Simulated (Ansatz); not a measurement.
# LiBe24: the cost of one run

Method: DFT PBE, scalar-relativistic, plane waves, PAW, in Ansatz 0.2.0.

The COD cell was measured well above room temperature, so it is larger than a cold one.

6 further runs of the same task are left out: 6 set aside as unsound or not needed.

### Step 1. The starting structure

It takes space group P6_3/mmc (No. 194, hexagonal). Conventional cell: a = 2.263 Å, b = 2.263 Å, c = 3.567 Å, α = 90.00°, β = 90.00°, γ = 120.00°. Be (site symmetry -6m2) has 12 Be at 2.21 to 2.26 Å as nearest neighbours.

As a file:

```
CELL_PARAMETERS angstrom
2.26272 0.00000 0.00000
-1.13136 1.95957 0.00000
0.00000 0.00000 3.56681
ATOMIC_POSITIONS crystal
Be 0.33333 0.66667 0.25000
Be 0.66667 0.33333 0.75000
```

This cell was relaxed beforehand with the same method: volume 7.91 Å³/atom, gap on the mesh none (metal).

### Step 2. The grid

Atoms count from 1 in the order of the input.

Li is moved over the surface cell; relaxed at each place: the height of the adsorbate's atoms; substrate rigid; the origin of the map has the adsorbate above Be21.

- position of Li25 along the first surface vector, from above Be21: 4 values from 0.00 to 0.75, periodic
- position of Li25 along the second surface vector, from above Be21: 4 values from 0.00 to 0.75, periodic

Relaxed at each point: the height of the adsorbate's atoms; substrate rigid. Points are written as (first, second).

The two vectors of the plane (Å): (2.263, 0.000, 0.000); (0.000, 3.567, 0.000).

### Step 3. The run at (0/4, 0/4) of the map's two axes

input.yaml reads:

```yaml
crystal:
  lattice:
    - [4.5254381411, 0.0, 0.0]
    - [0.0, 7.133619082, 0.0]
    - [0.0, 0.0, 19.8685529283]
  atoms:
    - { symbol: Be, position: [0.0, 0.375, 0.201323167] }
    - { symbol: Be, position: [0.0, 0.875, 0.201323167] }
    - { symbol: Be, position: [0.5, 0.375, 0.201323167] }
    - { symbol: Be, position: [0.5, 0.875, 0.201323167] }
    - { symbol: Be, position: [0.25, 0.125, 0.2341987738] }
    - { symbol: Be, position: [0.25, 0.625, 0.2341987738] }
    - { symbol: Be, position: [0.75, 0.125, 0.2341987738] }
    - { symbol: Be, position: [0.75, 0.625, 0.2341987738] }
    - { symbol: Be, position: [0.25, 0.375, 0.2999499873] }
    - { symbol: Be, position: [0.25, 0.875, 0.2999499873] }
    - { symbol: Be, position: [0.75, 0.375, 0.2999499873] }
    - { symbol: Be, position: [0.75, 0.875, 0.2999499873] }
    - { symbol: Be, position: [0.0, 0.125, 0.3268353595] }
    - { symbol: Be, position: [0.0, 0.625, 0.3268353595] }
    - { symbol: Be, position: [0.5, 0.125, 0.3268353595] }
    - { symbol: Be, position: [0.5, 0.625, 0.3268353595] }
    - { symbol: Be, position: [0.0, 0.375, 0.3993099186] }
    - { symbol: Be, position: [0.0, 0.875, 0.3993099186] }
    - { symbol: Be, position: [0.5, 0.375, 0.3993099186] }
    - { symbol: Be, position: [0.5, 0.875, 0.3993099186] }
    - { symbol: Be, position: [0.25, 0.125, 0.4211958948] }
    - { symbol: Be, position: [0.25, 0.625, 0.4211958948] }
    - { symbol: Be, position: [0.75, 0.125, 0.4211958948] }
    - { symbol: Be, position: [0.75, 0.625, 0.4211958948] }
    - { symbol: Li, position: [0.25, 0.125, 0.5339368683] }
basis:
  ecutwfc: 420
kpoints:
  mp_grid: { grid: [6, 4, 1] }
hamiltonian:
  xc: pbe
scf:
  occupations: { method: gaussian, width: 0.1 }
output:
  forces: true
  eigenvalues: true
  write_density: true
  write_potential: true
  elf: true
  volumetric_format: npy
relax:
  adjacent_minimum: "off"
  f_tol: 0.025
  max_steps: 16
  constraints:
    - { sites: [0, 1, 2, 3, 4, 5, 6, 7, 8, 9, 10, 11, 12, 13, 14, 15, 16, 17, 18, 19, 20, 21, 22, 23] }
    - { sites: [24], fix: xy }
efield:
  axis: 3
  dipole_correction: true
  ramp_width: 0.04
```

Command:

```console
$ ansatz run input.yaml --threads 4 --pin off --max-ram 12288MiB --backend cpu --events-out ev --progress --plain --runs-dir out
```

**Question.** How long does this run take on 4 threads of Intel Xeon at 2.50GHz (Skylake/Cascade Lake), shared host, and how much memory does it need?

About 1.9 min, with a peak of 1.2 GiB.
